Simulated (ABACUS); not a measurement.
Write the native input for ABACUS 3.10.1 that does the following.

```
Task                                          : single point
Functional                                    : TM
Potentials or basis                           : SG15 ONCV 1.2 PBE
Cutoff                                        : 939 eV
Density cutoff                                : 3755 eV
Basis                                         : plane waves
k mesh                                        : 7 × 7 × 7
Occupations                                   : fermi-dirac, width 0.05 eV
Spin                                          : no spin polarisation
Radial cutoff of the potentials (pseudo_rcut) : 10 bohr
SCF threshold on the density                  : 1e-08
Max SCF steps                                 : 100
Eigensolver                                   : dav
Mixing                                        : broyden
Mixing share                                  : 0.7
Symmetry key                                  : 1
Bands                                         : 16
```

Al:

```
CELL_PARAMETERS angstrom
-2.02481 0.00000 2.02481
0.00000 2.02481 2.02481
-2.02481 2.02481 0.00000
ATOMIC_POSITIONS crystal
Al 0.00000 0.00000 0.00000
```

One way to write it, as run:

INPUT

```
INPUT_PARAMETERS
suffix              Al
calculation         scf
basis_type          pw
pseudo_dir          ./
latname             fcc
symmetry            1
dft_functional      MGGA_X_TM+MGGA_C_TM
ecutwfc             69
pseudo_rcut         10
nspin               1
nbands              16
ks_solver           dav
smearing_method     fd
smearing_sigma      0.00367493
scf_thr             1e-08
scf_nmax            100
mixing_type         broyden
mixing_beta         0.7
cal_force           1
cal_stress          1
mixing_tau          1
out_chg             1
kpar                4
```

STRU

```
ATOMIC_SPECIES
Al 26.9815 Al_ONCV_PBE-1.2.upf

LATTICE_CONSTANT
7.6526538115

ATOMIC_POSITIONS
Direct

Al
0.0
1
0.0000000000 0.0000000000 0.0000000000 1 1 1
```

KPT

```
K_POINTS
0
Gamma
7 7 7 0 0 0
```

Potentials or basis: SG15 ONCV 1.2 PBE, plane waves.

Launch:

```sh
$ OMP_NUM_THREADS=1 mpirun -np 4 abacus > log
```

It gave:

The pressure is -8.0 GPa and the band gap on the k mesh is none (metal or under the smearing width).

Caveat: the k mesh is coarse (spacing up to 0.38 Å⁻¹), so the values aren't converged; the potentials were made for another functional, which shifts forces and pressure.

It took 3.7 s on 4 MPI ranks on AMD EPYC 9R45 96-Core Processor (Zen 5) (shared host), peak memory 0.24 GiB a rank.
